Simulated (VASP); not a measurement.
# HC32F in VASP: a series of runs

One slab, HC32F, is run at these levels: PBE+D3(BJ); tasks: single point.

Everything below comes from runs of VASP 6.6.1. Logs are shortened: lines on timing, memory, paths and dates and some standing lists are left out, and cuts for length are marked.

**1. The slab as given**

The cell holds a slab with vacuum, 34 atoms: a = 9.864 Å, b = 9.864 Å, c = 12.000 Å, α = 90.00°, β = 90.00°, γ = 120.00°.

The cell was built by a generator and needn't be a form met in nature.

**2. Single point, PBE+D3(BJ)**

INCAR reads:

```
PREC     = Accurate       # precision mode
ENCUT    = 520            # plane-wave cutoff, eV
EDIFF    = 1E-7           # SCF threshold, eV
ISMEAR   = 0              # smearing method
SIGMA    = 0.05           # smearing width, eV
LREAL    = Auto         
LASPH    = T              # aspherical terms in the spheres
NELM     = 100            # most SCF steps
ALGO     = Fast           # electronic algorithm
ISIF     = 2              # what is computed and relaxed
LWAVE    = F              # write WAVECAR
LCHARG   = F              # write CHGCAR
GGA      = PE             # functional
IVDW     = 12             # dispersion correction
NBANDS   = 91             # bands
```

KPOINTS reads:

```
Automatic mesh
0
Gamma
  2 2 1
```

POSCAR reads:

```
HC32F
1.0
    9.8640000000      0.0000000000      0.0000000000
   -4.9320000000      8.5424750000      0.0000000000
    0.0000000000      0.0000000000     12.0000000000
C F H
32 1 1
Direct
   -0.0012865484     -0.0005834375      0.0804759167
    0.1653261018      0.0826706546      0.0804026667
   -0.0013118558      0.2494040662      0.0804066667
    0.1653259113      0.3327379946      0.0802287500
   -0.0012652867      0.4994309026      0.0804729167
    0.1653583006      0.5827899994      0.0804078333
   -0.0012487742      0.7494426381      0.0805806667
    0.1654084711      0.8327707134      0.0805519167
    0.2487290911     -0.0005837887      0.0804963333
    0.4153899741      0.0826911404      0.0804932500
    0.2485257551      0.2492779903      0.0802608333
    0.4152685515      0.3324878329      0.0804240833
    0.2486187475      0.4994303173      0.0802633333
    0.4152536102      0.5829236843      0.0804153333
    0.2487313544      0.7494395945      0.0804973333
    0.4153813064      0.8327942429      0.0804928333
    0.4987415817     -0.0005796915      0.0805185000
    0.6653938291      0.0827509592      0.0805515833
    0.4987846890      0.2492804486      0.0804947500
    0.6654242590      0.3327343656      0.0805313333
    0.4987767352      0.4995058224      0.0807237500
    0.6656987559      0.5829220454      0.0807032500
    0.4987404751      0.7495462381      0.0805096667
    0.6654050004      0.8327801954      0.0805756667
    0.7487340046     -0.0005717313      0.0805676667
    0.9153961494      0.0827515445      0.0804946667
    0.7487481512      0.2494107387      0.0805451667
    0.9154008403      0.3327653871      0.0804829167
    0.7488278566      0.4994403847      0.0805964167
    0.9154624208      0.5827908188      0.0805695833
    0.7488283572      0.7495210697      0.0806340000
    0.9154507841      0.8327894433      0.0805731667
    0.4398726283      0.4418419720      0.3408020833
    0.4548146219      0.4493618067      0.2632539167
```

Potentials or basis: VASP PAW PBE potentials, release 64 (C, F, H).

Run with:

```sh
cat potpaw_PBE.64/C/POTCAR potpaw_PBE.64/F/POTCAR potpaw_PBE.64/H/POTCAR > POTCAR
mpirun -np 1 vasp_std > vasp.out
```

OUTCAR:

```text
PREC = Accurate
   ENCUT = 520
   EDIFF = 1E-7
   ISMEAR = 0
   LREAL = Auto
   LASPH = T
   NELM = 100
   ISIF = 2
   GGA = PE
   IVDW = 12
 IVDW          = 12

 ion  position               nearest neighbor table
   1  0.999  0.999  0.080-   2 1.42  32 1.42  26 1.42
   2  0.165  0.083  0.080-  11 1.42   1 1.42   9 1.42
   3  0.999  0.249  0.080-   4 1.42  28 1.42  26 1.42
   4  0.165  0.333  0.080-   3 1.42  11 1.42  13 1.42
   5  0.999  0.499  0.080-   6 1.42  30 1.42  28 1.42
   6  0.165  0.583  0.080-  13 1.42   5 1.42  15 1.42
[... 24 lines left out ...]
  31  0.749  0.750  0.081-  22 1.42  32 1.42  24 1.42
  32  0.915  0.833  0.081-  31 1.42   1 1.42   7 1.42
  33  0.440  0.442  0.341-  34 0.94
  34  0.455  0.449  0.263-  33 0.94

  LATTYP: Found a hexagonal cell.
 ALAT       =     9.8640000000
 C/A-ratio  =     1.2165450122

  Lattice vectors:

 A1 = (   9.8640000000,   0.0000000000,   0.0000000000)
 A2 = (  -4.9320000000,   8.5424750000,   0.0000000000)
 A3 = (   0.0000000000,   0.0000000000,  12.0000000000)

Analysis of symmetry for initial positions (statically):
=====================================================================
 Subroutine PRICEL returns:
 Original cell was already a primitive cell.

 Routine SETGRP: Setting up the symmetry group for a
 hexagonal supercell.

 Subroutine GETGRP returns: Found  1 space group operations
 (whereof  1 operations were pure point group operations)
 out of a pool of 24 trial point group operations.

The static configuration has the point symmetry C_1 .

Analysis of symmetry for dynamics (positions and initial velocities):
=====================================================================
 Subroutine PRICEL returns:
 Original cell was already a primitive cell.

 Routine SETGRP: Setting up the symmetry group for a
 hexagonal supercell.

 Subroutine GETGRP returns: Found  1 space group operations
 (whereof  1 operations were pure point group operations)
 out of a pool of 24 trial point group operations.

The dynamic configuration has the point symmetry C_1 .

 Subroutine INISYM returns: Found  1 space group operations
 (whereof  1 operations are pure point group operations),
 and found     1 'primitive' translations

----------------------------------------------------------------------------------------

                                     Primitive cell

  volume of cell :    1011.1557

  direct lattice vectors                    reciprocal lattice vectors
     9.864000000  0.000000000  0.000000000     0.101378751  0.058531046  0.000000000
    -4.932000000  8.542475000  0.000000000     0.000000000  0.117062093  0.000000000
     0.000000000  0.000000000 12.000000000     0.000000000  0.000000000  0.083333333

  length of vectors
     9.864000000  9.864000361 12.000000000     0.117062097  0.117062093  0.083333333

  position of ions in fractional coordinates (direct lattice)
     0.998713452  0.999416563  0.080475917
     0.165326102  0.082670655  0.080402667
     0.998688144  0.249404066  0.080406667
     0.165325911  0.332737995  0.080228750
     0.998734713  0.499430903  0.080472917
     0.165358301  0.582789999  0.080407833
[... 26 lines left out ...]
     0.439872628  0.441841972  0.340802083
     0.454814622  0.449361807  0.263253917

  ion indices of the primitive-cell ions
   primitive index   ion index
                 1           1
                 2           2
                 3           3
                 4           4
                 5           5
                 6           6
[... 26 lines left out ...]
                33          33
                34          34

----------------------------------------------------------------------------------------

 KPOINTS: Automatic mesh

Automatic generation of k-mesh.
 Grid dimensions read from file:
 generate k-points for:    2    2    1

 Generating k-lattice:

  Cartesian coordinates                     Fractional coordinates (reciprocal lattice)
     0.050689376  0.029265523  0.000000000     0.500000000  0.000000000  0.000000000
     0.000000000  0.058531046  0.000000000     0.000000000  0.500000000  0.000000000
     0.000000000  0.000000000  0.083333333     0.000000000  0.000000000  1.000000000

  Length of vectors
     0.058531048  0.058531046  0.083333333

  Shift w.r.t. Gamma in fractional coordinates (k-lattice)
     0.000000000  0.000000000  0.000000000

 Subroutine IBZKPT returns following result:
 ===========================================

 Found      4 irreducible k-points:

 Following reciprocal coordinates:
            Coordinates               Weight
  0.000000  0.000000  0.000000      1.000000
  0.500000 -0.000000  0.000000      1.000000
  0.000000  0.500000  0.000000      1.000000
  0.500000  0.500000  0.000000      1.000000
   k-points           NKPTS =      4   k-points in BZ     NKDIM =      4   number of bands    NBANDS=     91
   number of dos      NEDOS =    301   number of ions     NIONS =     34
   total plane-waves  NPLWV = 576000
   dimension x,y,z NGX =    80 NGY =   80 NGZ =   90
   dimension x,y,z NGXF=   160 NGYF=  160 NGZF=  180
   ions per type =              32   1   1
   NGX,Y,Z   is equivalent  to a cutoff of  13.48, 13.48, 12.47 a.u.
   NGXF,Y,Z  is equivalent  to a cutoff of  26.97, 26.97, 24.94 a.u.
 SYSTEM =  unknown system
   PREC   = accura    normal or accurate (medium, high low for compatibility)
   ISTART =      0    job   : 0-new  1-cont  2-samecut
   ICHARG =      2    charge: 1-file 2-atom 10-const
   ISPIN  =      1    spin polarized calculation?
   LNONCOLLINEAR =      F non collinear calculations
   LSORBIT =      F    spin-orbit coupling
   LASPH  =      T    aspherical Exc in radial PAW
   ENCUT  =  520.0 eV  38.22 Ry    6.18 a.u.  18.34 18.34 22.31*2*pi/ulx,y,z
   NELM   =    100;   NELMIN=  2; NELMDL= -5     # of ELM steps
   EDIFF  = 0.1E-06   stopping-criterion for ELM
   LREAL  =      T    real-space projection
   EDIFFG = 0.1E-05   stopping-criterion for IOM
   NSW    =      0    number of steps for IOM
   IBRION =     -1    ionic relax: 0-MD 1-quasi-New 2-CG
   NFREE  =      0    steps in history (QN), initial steepest desc. (CG)
   ISIF   =      2    stress and relaxation
   ISYM   =      2    0-nonsym 1-usesym 2-fastsym
   POTIM  = 0.5000    time-step for ionic-motion
   TEBEG  =    0.0;   TEEND  =   0.0 temperature during run
   PSTRESS=    0.0 pullay stress
   NELECT =     136.0000    total number of electrons
   NUPDOWN=      -1.0000    fix difference up-down
   EMIN   =  10.00;   EMAX   =-10.00  energy-range for DOS
   EFERMI =   0.00;   METHOD = LEGACY
   ISMEAR =     0;   SIGMA  =   0.05  broadening in eV -4-tet -1-fermi 0-gaus
   EFERMI_NEDOS =   21; number of points for ismear=-14 and -15
   IALGO  =     68    algorithm
   IMIX   =      4    mixing-type and parameters
     AMIX     =   0.40;   BMIX     =  1.00
     AMIX_MAG =   1.60;   BMIX_MAG =  1.00
  volume/ion in A,a.u.               =      29.74       200.69
  Fermi-wavevector in a.u.,A,eV,Ry     =   0.838781  1.585066  9.572422  0.703553
  Thomas-Fermi vector in A             =   1.952892
   LORBIT       =      0    0 simple, 1 ext, 2 COOP (PROOUT), +10 PAW based schemes
   GGA     = PE    functional components
   LHFCALC =     F    Hartree Fock is set to
   AEXX    =    0.0000 exact exchange contribution
   IVDW    =    12    specifies the selected vdW correction
   LEPSILON=     F    determine dielectric tensor
   LRPA    =     F    only Hartree local field effects (RPA)
 non-spin polarized calculation
 RMM-DIIS sequential band-by-band and
 Gauss-broadening in eV      SIGMA  =   0.05
  energy-cutoff  :      520.00
  volume of cell :     1011.16
 maximum number of plane-waves:     27273
 NGX is ok and might be reduce to    80
   NGX = 37   NGY = 37   NGZ = 45

 number of electron     136.0000006 magnetization

 Free energy of the ion-electron system (eV)
  ---------------------------------------------------
  ext. energy  EPLUGINS =         0.00000000
  ---------------------------------------------------
  free energy    TOTEN  =      -303.19316295 eV

  energy without entropy =     -303.19316295  energy(sigma->0) =     -303.19316295

 E-fermi :  -2.6906     XC(G=0):  -3.7851

 val. band max:       -2.9263138255   @ k =   0.0000   0.5000   0.0000
 cond. band min:      -1.0002937329   @ k =   0.0000   0.5000   0.0000
 fundamental gap:      1.9260200926
 Fermi energy:        -2.6905953011

 k-point     1 :       0.0000    0.0000    0.0000
  band No.  band energies     occupation
      1     -27.0072      2.00000
      2     -21.4408      2.00000
      3     -20.0187      2.00000
      4     -19.9796      2.00000
      5     -19.9782      2.00000
      6     -19.9599      2.00000
[... 72 lines left out ...]
     79       2.5740      0.00000
     80       3.1024      0.00000

 k-point     2 :       0.5000   -0.0000    0.0000
  band No.  band energies     occupation
      1     -27.0072      2.00000
      2     -21.0874      2.00000
      3     -21.0568      2.00000
      4     -20.3439      2.00000
      5     -20.3332      2.00000
      6     -18.9091      2.00000
[... 72 lines left out ...]
     79       2.8073      0.00000
     80       2.9688      0.00000

 k-point     3 :       0.0000    0.5000    0.0000
  band No.  band energies     occupation
      1     -27.0072      2.00000
      2     -21.0869      2.00000
      3     -21.0573      2.00000
      4     -20.3441      2.00000
      5     -20.3330      2.00000
      6     -18.9090      2.00000
[... 72 lines left out ...]
     79       2.8132      0.00000
     80       2.9690      0.00000

 k-point     4 :       0.5000    0.5000    0.0000
  band No.  band energies     occupation
      1     -27.0072      2.00000
      2     -21.0871      2.00000
      3     -21.0571      2.00000
      4     -20.3441      2.00000
      5     -20.3329      2.00000
      6     -18.9091      2.00000
[... 72 lines left out ...]
     79       2.8078      0.00000
     80       2.9692      0.00000
 [bands above 80 left out]

------------------------ aborting loop because EDIFF is reached ----------------------------------------

 Edisp (eV)   -2.94264

 E8    (eV) :    -0.9098

  FORCE on cell =-STRESS in cart. coord.  units (eV):
  Direction    XX          YY          ZZ          XY          YZ          ZX
  --------------------------------------------------------------------------------------
  -------------------------------------------------------------------------------------
  Total       0.96790     0.91729    -0.04703     0.01958     0.02271     0.01741
  in kB       1.53363     1.45344    -0.07451     0.03102     0.03598     0.02758
  external pressure =        0.97 kB  Pullay stress =        0.00 kB

 VOLUME and BASIS-vectors are now :
 -----------------------------------------------------------------------------
  energy-cutoff  :      520.00
  volume of cell :     1011.16
      direct lattice vectors                 reciprocal lattice vectors
     9.864000000  0.000000000  0.000000000     0.101378751  0.058531046  0.000000000
    -4.932000000  8.542475000  0.000000000     0.000000000  0.117062093  0.000000000
     0.000000000  0.000000000 12.000000000     0.000000000  0.000000000  0.083333333

 POSITION                                       TOTAL-FORCE (eV/Angst)
 -----------------------------------------------------------------------------------
      4.92219      8.53749      0.96571        -0.003665     -0.002487      0.001489
      1.22304      0.70621      0.96483         0.007508      0.008460     -0.000789
      8.62100      2.13053      0.96488        -0.005206     -0.001671      0.001701
     -0.01029      2.84241      0.96275         0.010162     -0.000657     -0.000411
      7.38833      4.26638      0.96568        -0.005165     -0.002470      0.002089
     -1.24323      4.97847      0.96489         0.005130      0.001687     -0.000833
[... 26 lines left out ...]
      2.15974      3.77442      4.08962        -0.030951     -0.013604      0.294594
      2.27004      3.83866      3.15905         0.038710      0.024930     -0.300066
 -----------------------------------------------------------------------------------
    total drift:                                0.018111     -0.008516      0.047932

  FREE ENERGIE OF THE ION-ELECTRON SYSTEM (eV)
  ---------------------------------------------------
  free  energy   TOTEN  =      -306.1357989420 eV

  energy  without entropy=     -306.1357989420  energy(sigma->0) =     -306.13579894
```

Run time: 8.1 min. Hardware: 1 thread of Intel Xeon 6975P-C (Granite Rapids), shared host; peak memory 1.2 GiB.

What came out:

```
Free energy                : -306.1358 eV
Largest force              : 0.304 eV/Å
Band gap on the k mesh     : 1.93 eV, direct
Dispersion energy per atom : -0.087 eV
```

Forces on the atoms (eV/Å):
```
C   -0.004 -0.002  0.001
C    0.008  0.008 -0.001
C   -0.005 -0.002  0.002
C    0.010 -0.001  0.000
C   -0.005 -0.002  0.002
C    0.005  0.002 -0.001
C   -0.005 -0.003  0.002
C    0.006  0.003  0.000
C   -0.006 -0.002  0.001
C    0.002  0.002 -0.002
C   -0.012 -0.004 -0.001
C   -0.003 -0.004 -0.001
C   -0.005 -0.003  0.001
C   -0.007  0.002 -0.001
C   -0.004 -0.003  0.001
C    0.004  0.002 -0.001
C   -0.003 -0.002  0.001
C    0.003  0.002  0.000
C    0.005 -0.004  0.001
C    0.002  0.001 -0.001
C   -0.003  0.003  0.003
C    0.010  0.002 -0.003
C   -0.004 -0.003  0.002
C    0.003  0.002 -0.001
C   -0.003 -0.003  0.002
C    0.004  0.002 -0.001
C   -0.003 -0.002  0.001
C    0.004  0.001 -0.002
C   -0.006  0.000  0.001
C    0.006  0.000 -0.002
C   -0.005 -0.004  0.003
C    0.004  0.001 -0.001
F   -0.031 -0.014  0.295
H    0.039  0.025 -0.300
```

**3. Single point, PBE+D3(BJ)**

INCAR reads:

```
SYSTEM = HC32F
  PREC = Accurate
  ENCUT = 520
  EDIFF = 1E-6
  ISMEAR = 0
  SIGMA = 0.05
  LREAL = Auto
  LASPH = .True.
  NELM = 100
  ALGO = Fast
  ISIF = 2
  LWAVE = .False.
  LCHARG = .False.
  GGA = PE
  IVDW = 12
  NBANDS = 91
```

KPOINTS reads:

```
regular mesh
0
Gamma
  2 2 1
  0 0 0
```

POSCAR reads:

```
HC32F
1.0
    9.8640000000      0.0000000000      0.0000000000
   -4.9320000000      8.5424750000      0.0000000000
    0.0000000000      0.0000000000     12.0000000000
C F H
32 1 1
Direct
   -0.0009217751     -0.0007391301      0.0805250000
    0.1657014418      0.0825251464      0.0805584167
   -0.0009399692      0.2492516513      0.0805567500
    0.1657098242      0.3325782048      0.0805018333
   -0.0009230335      0.4992583531      0.0805023333
    0.1656980779      0.5826175669      0.0804894167
   -0.0009076101      0.7492666938      0.0805283333
    0.1657433757      0.8325913743      0.0805743333
    0.2490706274     -0.0007549334      0.0805825000
    0.4157199325      0.0825272535      0.0805600833
    0.2489512025      0.2491404423      0.0805438333
    0.4155764557      0.3322595618      0.0805847500
    0.2489340880      0.4992457104      0.0804710000
    0.4155731235      0.5827620215      0.0804578333
    0.2490705120      0.7492677473      0.0805259167
    0.4157206807      0.8326392527      0.0804839167
    0.4990771254     -0.0007388959      0.0805255000
    0.6657351159      0.0825904670      0.0805486667
    0.4990848710      0.2491419641      0.0805480000
    0.6657632822      0.3325786730      0.0805076667
    0.4990754206      0.4992534365      0.0807380000
    0.6660844978      0.5827630751      0.0804624167
    0.4990960485      0.7494068171      0.0804160000
    0.6657659687      0.8326365602      0.0804095833
    0.7490893814     -0.0007156006      0.0805225000
    0.9157498587      0.0825903500      0.0805477500
    0.7490862765      0.2492522366      0.0805595000
    0.9157486028      0.3326024366      0.0805486667
    0.7492057329      0.4992472322      0.0804778333
    0.9158136298      0.5826165134      0.0804932500
    0.7492060088      0.7494055294      0.0804186667
    0.9158147288      0.8326387844      0.0804860000
    0.5052150059      0.5127300929      0.3408183333
    0.5033170727      0.5087298470      0.2625243333
```

Potentials or basis: VASP PAW PBE potentials, release 64 (C, F, H).

Run with:

```sh
cat potpaw_PBE.64/C/POTCAR potpaw_PBE.64/F/POTCAR potpaw_PBE.64/H/POTCAR > POTCAR
mpirun -np 1 vasp_std > vasp.out
```

Wall time 6.7 min (1 thread of Intel Xeon 6975P-C (Granite Rapids), shared host); peak memory 1.2 GiB.

It converged, with:

- Free energy: -306.1394 eV
- Largest force: 0.283 eV/Å
- Band gap on the k mesh: 1.94 eV, direct
- Dispersion energy per atom: -0.087 eV

Forces in eV/Å, atoms in the order of the input:
```
C   -0.002 -0.004  0.000
C    0.002  0.003 -0.001
C   -0.002 -0.004  0.000
C    0.001  0.004 -0.001
C   -0.002 -0.004  0.001
C    0.003  0.004  0.000
C   -0.002 -0.004  0.000
C    0.002  0.004 -0.001
C   -0.002 -0.004  0.000
C    0.002  0.003 -0.001
C   -0.003 -0.004  0.002
C    0.002 -0.001 -0.001
C   -0.004 -0.003  0.002
C    0.004  0.005  0.000
C   -0.002 -0.004  0.000
C    0.002  0.005  0.000
C   -0.002 -0.004  0.000
C    0.002  0.004 -0.001
C   -0.002 -0.004  0.000
C    0.003  0.004 -0.001
C   -0.003 -0.004  0.004
C   -0.003  0.003  0.000
C   -0.003 -0.002  0.000
C    0.004  0.004  0.001
C   -0.002 -0.003  0.000
C    0.002  0.004 -0.001
C   -0.002 -0.004  0.000
C    0.002  0.005 -0.002
C    0.001 -0.004  0.000
C    0.003  0.005  0.000
C    0.000 -0.002 -0.001
C    0.003  0.005  0.000
F    0.002  0.006  0.280
H    0.000 -0.011 -0.282
```

Levels at points of the mesh, in eV from the valence-band top:
```tsv
k point	band 64	band 65	band 66	band 67	band 68	band 69	band 70	band 71	band 72	band 73
(0.00, 0.00, 0.00)	-1.70	-1.70	-1.36	-1.34	-1.34	2.67	2.69	2.69	3.75	3.81
(0.50, 0.00, 0.00)	-1.56	-1.53	-1.52	-0.03	0.00	1.94	1.97	3.19	3.23	3.26
(0.00, 0.50, 0.00)	-1.56	-1.53	-1.52	-0.03	0.00	1.94	1.97	3.18	3.23	3.26
(0.50, 0.50, 0.00)	-1.56	-1.53	-1.52	-0.03	0.00	1.94	1.97	3.19	3.23	3.26
```
